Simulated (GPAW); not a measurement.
Crystal: BN.

```
CELL_PARAMETERS angstrom
2.50804 0.00000 0.00000
-1.24671 2.17623 0.00000
-0.63067 -1.08812 3.02254
ATOMIC_POSITIONS crystal
N 0.66851 0.33238 0.98500
B 0.97964 0.98350 0.00181
```

The cell comes from a database or a generator and needn't be the stable form of this composition.

Base run:

| Property | Result |
| --- | --- |
| Program | GPAW 26.7.0 |
| Functional | LDA |
| Potentials or basis | the program's PAW data sets (release 1.2.1) made for this functional |
| Cutoff | 650 eV |
| Basis | pw |
| k mesh | 10 × 10 × 7 |
| Occupations | fermi-dirac, width 0.001 eV |
| Spin | no spin polarisation |

Its results: band gap on the k mesh 2.72 eV, indirect (least direct gap 4.46 eV); electronic dielectric tensor (diagonal) 4.94, 5.45, 3.02.

Question: The run is repeated on the same cell with these changes: functional from LDA to GLLB-SC. What comes out?

Answer: Band gap on the k mesh, kohn-sham part alone 3.84 eV, indirect (least direct gap 5.66 eV); electronic dielectric tensor (diagonal) 4.10, 4.34, 2.67.

Caveats: the long-wavelength limit can be off by a per cent or two; a model potential gives levels but no total energy (some runs); response on these states lacks terms of the Hamiltonian (some runs).

A k mesh can miss the band edges.
